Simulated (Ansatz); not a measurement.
RuO₂:
Space group P4₂/mnm (No. 136); a = 4.522 Å, b = 4.522 Å, c = 3.120 Å, α = 90.00°, β = 90.00°, γ = 90.00°

```
atom  site  symmetry       x       y       z
----  ----  --------  ------  ------  ------
Ru      2a      m.mm  0.0000  0.0000  0.0000
O       4f      m.2m  0.3057  0.3057  0.0000
```

Relaxed at zero pressure with PBE (plane waves, PAW; program Ansatz).

Q: The volume is raised by 6 % and shape and atoms relax at that volume. What pressure results, and how do the axes share the change?

A: -12.7 GPa; a 2.4 %, b 2.4 %, c 1.1 %; the energy rises by 27 meV/atom.

Q: Give the new structure.

A: 
Space group P4₂/mnm (No. 136); a = 4.631 Å, b = 4.631 Å, c = 3.153 Å, α = 90.00°, β = 90.00°, γ = 90.00°

| atom | site | symmetry | x | y | z |
|---|---|---|---|---|---|
| Ru | 2a | m.mm | 0.0000 | 0.0000 | 0.0000 |
| O | 4f | m.2m | 0.3060 | 0.3060 | 0.0000 |

The phase is kept; no other phase was compared at this pressure.

Space group P4_2/mnm (rutile). The cell was relaxed with PBE under the symmetry of its start. No spin polarisation was allowed.

Potentials: the later of the program's two PAW sets.
